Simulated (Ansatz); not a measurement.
# CuO (P4/mmm) in Ansatz: further runs

One crystal, CuO, is run at these levels: PBE, PBEsol; tasks: projected density of states.

Everything below comes from runs of Ansatz 0.2.0. Logs are shortened: lines on timing, memory, paths and dates and some standing lists are left out, and cuts for length are marked.

## (1) Starting point

Symmetry: P4/mmm, No. 123, tetragonal system. Conventional cell: a = 4.161 Å, b = 4.161 Å, c = 3.888 Å, α = 90.00°, β = 90.00°, γ = 90.00°. Cu (site symmetry mmm) has 4 O at 1.94 to 2.08 Å as nearest neighbours. Cu (site symmetry 4/mmm) has 6 O at 1.94 to 2.08 Å as nearest neighbours. O (site symmetry 4/mmm) has 6 Cu at 1.94 to 2.08 Å as nearest neighbours. O (site symmetry mmm) has 4 Cu at 1.94 to 2.08 Å as nearest neighbours.

Measurements of this composition are mostly on another form, of space group No. 15.

## (2) Projected density of states, PBE

File input.yaml:

```yaml
crystal:
  lattice:
    - [4.160937, 0.0, 0.0]
    - [0.0, 4.160937, 0.0]
    - [0.0, 0.0, 3.887643]
  atoms:
    - { symbol: Cu, position: [0.5, 0.0, 0.5] }
    - { symbol: Cu, position: [0.0, 0.5, 0.5] }
    - { symbol: Cu, position: [0.0, 0.0, 0.0] }
    - { symbol: O, position: [0.0, 0.0, 0.5] }
    - { symbol: O, position: [0.5, 0.0, 0.0] }
    - { symbol: O, position: [0.0, 0.5, 0.0] }
hamiltonian:
  xc: pbe
  pseudopotentials: { kind: paw }
kpoints:
  mp_grid: { grid: [7, 7, 7] }
scf:
  occupations: { method: fermi_dirac, width: 0.05 }
  n_extra_bands: 15
output:
  forces: true
  stress: true
  eigenvalues: true
  dos: { projected: true, de: 0.05, nscf_kmesh: { grid: [11, 11, 11] } }
```

Potentials or basis: Ansatz PAW.

The run is started by

```bash
> ansatz run input.yaml --threads 2 --pin off --max-ram 5632MiB --backend cpu --events-out ev --progress --plain --runs-dir out
```

The log of the run:

```text
Warning: RAYON_NUM_THREADS=2 ignored (pool sized by the plan → 2); use --threads N
scf.n_extra_bands = 15 over 38 filled bands (N_el = 75.0): the run solves 53 bands
Engine: ansatz 0.2.0, aarch64-unknown-linux-gnu
Pseudopotentials: kind: paw
Pseudopotential: Cu, paw, valence charge 19, recommended cutoff 420 eV (normal), Cu.paw.azcp
Pseudopotential: O, paw, valence charge 6, recommended cutoff 420 eV (normal), O.paw.azcp
Functional definition: PBE
  parameter kappa = 0.804
  parameter beta = 0.06672455060314922
  exchange = pbe_x(kappa = kappa, mu = beta*pi^2/3)
  correlation = pbe_c(beta = beta)
Crystal: 6 atoms, lattice volume = 67.308 Å³
Basis set: ecut = 420 eV, 1309 PW (Γ), exchange–correlation on 60×60×54 points (8 copies of the dense FFT grid, shifted against one another)
Bands: 53, of which v1, the nominal top of the filled ones, is band 38 counted from 1 (37 counted from 0)
Symmetry: 16 space group operations
Space group: P4/mmm (ITA 123), of the structure as read, at distance tolerance 4.1e-5 Å
k-points: 40 of 343
Non-local potential: Cu, projectors of the file, l = 0: 3, l = 1: 2, l = 2: 3, l = 3: 1
Non-local potential: O, projectors of the file, l = 0: 2, l = 1: 2, l = 2: 1
PAW form: soft (Blöchl's): semilocal exchange-correlation on the pseudo side does not see the compensation charge
PAW one-centre angular grid: Cu, 590 points (default); XC on 64 Gauss nodes
PAW one-centre angular grid: O, 110 points (default); XC on 64 Gauss nodes
Initial density: superposition of atomic densities (neutral atoms: chi_scale 0, normalization atom), corrected by the library's trained network
Initial wavefunctions: pseudopotential atomic-orbital guess
Functional: x = pbe(κ = 0.804, μ = 0.2195149727645171), c = pbe(β = 0.06672455060314922)
SCF iter   1: F=—  HF=-21572.179229 eV  |F-HF|=—  |Δ(HF+E_count)|=         —  Δρ=7.13e-3  dr2=2.93e-2  ethr=1.77e-3  ⟨swp⟩=5.6  Hψ=7984  notcnv=0  defer=65
preconditioner: auto → LDOS  [metal: Δε(μ)=0.016 eV  Ē_g=15.390 eV  σ=0.050 eV  W_gap=0.08  n_scr=26 (ndim 8)  ℏωp=32.3 eV  f_vac=0.127  D(μ)=3.55/eV (n_scr^D=30)  β→1.0]
SCF iter   2: F=—  HF=-21572.177714 eV  |F-HF|=—  |Δ(HF+E_count)|=   1.52e-3  Δρ=2.48e-3  dr2=2.07e-3  ethr=3.91e-5  ⟨swp⟩=2.1  Hψ=3334  notcnv=0  defer=336
SCF iter   3: F=—  HF=-21572.178788 eV  |F-HF|=—  |Δ(HF+E_count)|=   1.07e-3  Δρ=3.51e-3  dr2=4.81e-3  ethr=2.76e-6  ⟨swp⟩=2.0  Hψ=3445  notcnv=0  defer=336
SCF iter   4: F=—  HF=-21572.177560 eV  |F-HF|=—  |Δ(HF+E_count)|=   1.23e-3  Δρ=4.29e-4  dr2=1.10e-4  ethr=2.76e-6  ⟨swp⟩=2.0  Hψ=3099  notcnv=0  defer=336
SCF iter   5: F=—  HF=-21572.177557 eV  |F-HF|=—  |Δ(HF+E_count)|=   2.12e-6  Δρ=1.32e-4  dr2=9.12e-6  ethr=1.47e-7  ⟨swp⟩=2.3  Hψ=2464  notcnv=0  defer=336
SCF iter   6: F=—  HF=-21572.177472 eV  |F-HF|=—  |Δ(HF+E_count)|=   8.50e-5  Δρ=3.60e-5  dr2=7.62e-7  ethr=1.22e-8  ⟨swp⟩=2.1  Hψ=2806  notcnv=0  defer=336
SCF iter   7: F=—  HF=-21572.177472 eV  |F-HF|=—  |Δ(HF+E_count)|=   3.34e-8  Δρ=2.05e-5  dr2=2.14e-7  ethr=1.33e-10  ⟨swp⟩=9.6  Hψ=10576  notcnv=0
SCF iter   8: F=-21572.177472 eV  HF=-21572.177472 eV  |F-HF|=7.65e-8  |Δ(HF+E_count)|=   9.80e-9  Δρ=1.18e-5  dr2=6.69e-8  ethr=1.33e-10  ⟨swp⟩=4.3  Hψ=6156  notcnv=0
SCF 1 converged in 8 iterations: F = -21572.177472 eV  dr2 = 6.69e-8
NSCF: frozen V_eff on 126 k-points
SCF converged after 8 iterations
Free energy (F): -21572.177472 eV
Harris-Foulkes:  -21572.177472 eV  (|F-HF|=7.65e-8)
Internal energy: -21572.147176 eV  (E = F + TS)
E sigma→0 (E₀):  -21572.162324 eV
Entropy (-TS):   -0.030297 eV (-5.049 meV/atom)
Fermi energy:    10.034731 eV
--- Per-component energies (eV) ---
  E_band       = -1416.750115
  E_kinetic    = 1411.841434
  E_local      = -16077.890738  (includes V_loc(G=0)·N_el)
  E_nonlocal   = 1322.754066
  E_hartree    = 7005.220913
  E_xc         = -484.137272
  E_vxc        = -621.372762  (∫ρ·V_xc dr)
  E_paw        = -5463.103736  (= ΣΔE_a)
  E_vpaw       = -1462.512888  (= ΣTr[D̂ρ^β])
  E_aug_tail   = 0.008043  (compensation charges beyond the density's cutoff)
  E_ewald      = -9286.839884
  E_smearing   = -0.030297  (= −TS)
  E_closure    = 0.000000  (closes the sum)
  Σ components = -21572.177472   (vs F -21572.177472, Δ=0.00e0)
--- Forces (eV/Å), atoms counted from 1 ---
  atom   1  Cu     0.00000000    -0.00000000    -0.00000000
  atom   2  Cu    -0.00000000     0.00000000     0.00000000
  atom   3  Cu     0.00000000     0.00000000     0.00000000
  atom   4  O     -0.00000000     0.00000000     0.00000000
  atom   5  O      0.00000000    -0.00000000     0.00000000
  atom   6  O      0.00000000    -0.00000000     0.00000000
  max |Σ_I F_I| component: 3.56e-28 eV/Å
--- Stress (GPa, compression-positive) ---
        2.092425       0.000000       0.000000
        0.000000       2.092425       0.000000
        0.000000       0.000000       1.076689
  P = ⅓ Tr σ = 1.7538 GPa (17.538 kbar)
--- Band table (eV; the first three rows and the last of 40) ---
  k-point 0: bands = ["-102.5988", "-102.0956", "-102.0946", "-60.0399", "-59.9352", "-59.9352", "-59.6154", "-59.6142", "-59.5304", "-59.5304", "-59.2979", "-59.2979", "-9.8017", "-7.7704", "-7.3428", "4.0932", "4.2440", "4.2440", "6.7369", "6.7369", "6.7958", "7.0632", "7.1514", "7.1522", "7.2281", "7.2281", "7.6971", "7.7191", "7.7766", "8.0038", "8.0038", "8.2487", "8.2820", "8.2820", "8.5104", "8.5592", "8.5592", "8.5674", "8.6586", "11.3186", "16.0924", "17.5369", "18.8005", "18.8005", "21.1385", "21.7155", "23.4296", "24.3448", "24.3448", "25.7372", "25.7372", "28.0235", "28.0572"]
  k-point 1: bands = ["-102.5988", "-102.0956", "-102.0946", "-60.0399", "-59.9351", "-59.9351", "-59.6155", "-59.6142", "-59.5304", "-59.5304", "-59.2979", "-59.2979", "-9.7339", "-7.7790", "-7.3019", "3.8207", "4.2659", "4.2659", "6.1105", "6.1401", "6.2679", "6.2679", "7.0951", "7.1872", "7.5841", "7.5841", "7.7461", "7.7774", "7.7774", "7.8093", "8.2340", "8.2683", "8.3506", "8.3506", "8.5106", "8.8106", "8.9492", "8.9492", "9.0544", "12.0055", "16.4148", "17.9672", "18.5838", "18.5838", "20.3410", "22.5274", "23.5690", "23.9041", "23.9041", "26.1017", "26.1017", "26.4354", "29.0868"]
  k-point 2: bands = ["-102.5988", "-102.0956", "-102.0945", "-60.0399", "-59.9351", "-59.9351", "-59.6156", "-59.6142", "-59.5305", "-59.5305", "-59.2978", "-59.2978", "-9.5684", "-7.8113", "-7.2075", "3.3750", "4.3379", "4.3379", "4.8912", "5.1636", "5.6992", "5.6992", "7.1812", "7.2264", "7.3276", "7.3276", "7.6630", "7.8763", "8.0807", "8.0807", "8.1945", "8.5110", "8.6168", "8.6168", "8.6697", "9.0753", "9.4615", "9.4615", "9.6843", "13.4616", "17.0711", "18.1085", "18.1085", "19.1014", "19.5628", "23.3754", "23.3754", "23.7463", "23.9950", "24.9285", "26.1978", "26.1978", "27.2469"]
  k-point 39: bands = ["-102.5988", "-102.0951", "-102.0951", "-60.0401", "-59.9353", "-59.9353", "-59.6148", "-59.6148", "-59.5356", "-59.5251", "-59.3028", "-59.2931", "-9.1950", "-7.3945", "-7.3567", "2.1826", "2.7518", "2.7602", "4.6961", "4.7697", "4.7736", "4.9883", "5.3206", "7.4495", "7.7375", "7.7874", "7.9619", "8.0225", "8.0253", "8.1848", "8.6247", "8.8338", "8.9728", "9.5694", "10.1174", "11.0472", "11.0962", "11.1541", "11.1814", "12.2836", "16.8741", "18.0963", "18.1718", "19.1213", "19.1387", "21.4019", "21.6081", "24.1104", "25.9215", "26.2190", "26.8071", "26.9411", "27.9441"]
```

It took 12 s on 2 threads of Arm Neoverse V2, shared host; peak memory 0.44 GiB.

Results:

```
Free energy                          : -21572.1775 eV
Pressure                             : 1.8 GPa
Band gap on the k mesh               : none (metal or under the smearing width)
Density of states at the Fermi level : 3.91 states/eV per cell
```

Stress tensor (GPa, compression positive):
```
2.09 0.00 0.00
0.00 2.09 0.00
0.00 0.00 1.08
```

Levels at points of the mesh, in eV from the Fermi level:
```tsv
k point	band 35	band 36	band 37	band 38	band 39	band 40	band 41	band 42
(0.00, 0.00, 0.00)	-1.52	-1.48	-1.48	-1.47	-1.38	1.28	6.06	7.50
```

States per cell in windows of 1 eV (zero at the Fermi level; states under -8 eV left out):
```csv
from (eV),total,Cu 3d,O 2p,Cu 4s,O 2s,Cu 3p
-8.0,1.08,0.22,0.69,0.15,0.01,0.00
-7.0,3.20,0.62,2.19,0.32,0.03,0.00
-6.0,4.38,1.32,2.86,0.12,0.02,0.01
-5.0,4.84,2.11,2.62,0.04,0.02,0.00
-4.0,2.66,1.44,1.17,0.02,0.01,0.00
-3.0,10.19,8.90,1.06,0.17,0.03,0.00
-2.0,12.10,10.11,1.58,0.22,0.10,0.00
-1.0,6.32,3.21,2.79,0.10,0.13,0.00
0.0,2.76,1.34,1.32,0.04,0.03,0.00
1.0,0.53,0.23,0.25,0.03,0.01,0.00
2.0,0.35,0.02,0.04,0.14,0.04,0.00
3.0,1.11,0.05,0.19,0.41,0.07,0.00
4.0,0.64,0.04,0.13,0.29,0.03,0.00
5.0,0.69,0.01,0.08,0.36,0.05,0.00
6.0,1.42,0.02,0.17,0.72,0.07,0.00
7.0,1.83,0.01,0.15,0.76,0.04,0.00
```

Caveat: the pressure holds a Pulay correction of +0.7 GPa for the finite cutoff; an odd number of electrons without spin polarisation forces a metal; a magnetic or distorted state may lie lower; the run has no spin polarisation, though such a crystal can be magnetic; semilocal functionals often make such compounds metallic where correlation or magnetic order opens a gap, which also shifts bond lengths.

(Continued in part 2 of 2.)
